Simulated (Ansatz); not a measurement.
# InP: the cost of one run

Method: DFT PBEsol, all-electron LAPW, scalar-relativistic unless said, in Ansatz 0.2.0.

The COD entry's cell or inner coordinates are ideal or old and differ from later refinements, so a difference from it is no clean test against experiment.

## Step 1: The system as given

Symmetry: F-43m, No. 216, cubic system. Conventional cell: a = 5.861 Å, b = 5.861 Å, c = 5.861 Å, α = 90.00°, β = 90.00°, γ = 90.00°. Around In (site symmetry -43m) lie 4 P at 2.54 Å. P (site symmetry -43m) is surrounded by 4 In at 2.54 Å.

As a file:

```xyz
2
Lattice="0.0000 2.9305 2.9305 2.9305 0.0000 2.9305 2.9305 2.9305 0.0000" Properties=species:S:1:pos:R:3 pbc="T T T"
In    0.0000    0.0000    0.0000
P     4.3957    4.3957    4.3957
```

Cartesian axes are those of the input's lattice vectors. The structure goes back to a database entry.

## Step 2: Ansatz LAPW in place of Elk, fine mesh, LAPW

input.yaml reads:

```yaml
crystal:
  lattice:
    - [0.0, 2.9305, 2.9305]
    - [2.9305, 0.0, 2.9305]
    - [2.9305, 2.9305, 0.0]
  atoms:
    - { symbol: In, position: [0.0, 0.0, 0.0] }
    - { symbol: P, position: [0.75, 0.75, 0.75] }
kpoints:
  mp_grid: { grid: [8, 8, 8] }
scf:
  occupations: { method: fixed }
hamiltonian:
  xc: pbesol
  pseudopotentials: { kind: all_electron, lapw: { basis_error: 0.001 } }
output:
  forces: true
  stress: true
  eigenvalues: true
  eigenstates:
    nscf_kmesh: { grid: [16, 16, 16] }
    de_dk: true
    e_range: [-9, 10.60359]
  optics:
    e_range: [0, 20]
    de: 0.2
    sigma: 0.15
    bands: { spectra_wanted_up_to: 20 }
    nscf_kmesh: { grid: [16, 16, 16] }
checkpoint:
  write: ck
  write_wavefunctions: false
```

On the command line:

```bash
ansatz run input.yaml --threads 1 --pin off --max-ram 3072MiB --backend cpu --events-out ev --progress --plain --runs-dir out
```

What time and memory should one allow on 1 thread of Intel Xeon 6975P-C (Granite Rapids), shared host?

About 43 s, with a peak of 0.44 GiB.
